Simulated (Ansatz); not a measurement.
# Te (trigonal tellurium): energy against volume

Computed with DFT, revPBE, plane waves (420 eV) with PAW, scalar-relativistic in Ansatz 0.2.0. (PAW data from PBE, frozen cores regenerated.)

The cell is scaled uniformly from the relaxed one, with fractional coordinates and shape fixed. Energies are extrapolated to zero smearing, pressures are those at the given smearing. Because the bonds are stretched with the cell, B₀ of this curve lies above the true bulk modulus of such a structure. Magnetic state: spin not included.

A Birch-Murnaghan fit gives V₀ = 38.37 Å³/atom, B₀ = 37 GPa, B₀′ = 4.7.

(1) What are the energy above the minimum and the pressure at 39.899 Å³/atom?

(2) What are the energy above the minimum and the pressure at 41.434 Å³/atom?

(3) What are the energy above the minimum and the pressure at 42.968 Å³/atom?

## Answers

(1) 6.5 meV/atom and -1.31 GPa as computed.

(2) 24.2 meV/atom and -2.35 GPa as computed.

(3) 50.8 meV/atom and -3.17 GPa as computed.
